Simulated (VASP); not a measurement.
CdSe:

```
Cd Se
1.0
     0.00000    3.04639    3.04639
     3.04639    0.00000    3.04639
     3.04639    3.04639    0.00000
Cd Se
1 1
Cartesian
  0.0000 0.0000 0.0000
  1.5232 1.5232 1.5232
```

Measurements of this composition are mostly on another form, of space group No. 186.

Base run:

```yaml
Program: VASP 6.6.1
Functional: TB-mBJ
Potentials_or_basis: VASP PAW PBE potentials, release 64 (Cd, Se)
Cutoff: 520 eV
k_mesh: 10 × 10 × 10
Occupations: gaussian, width 0.02 eV
Spin: no spin polarisation
```

Its results: band gap on the k mesh 1.94 eV, direct.

Question: The run is repeated on the same cell with these changes: functional from TB-mBJ to r2SCAN. What comes out?

Answer: Band gap on the k mesh 1.08 eV, direct.

Not every run made on this cell is shown here.
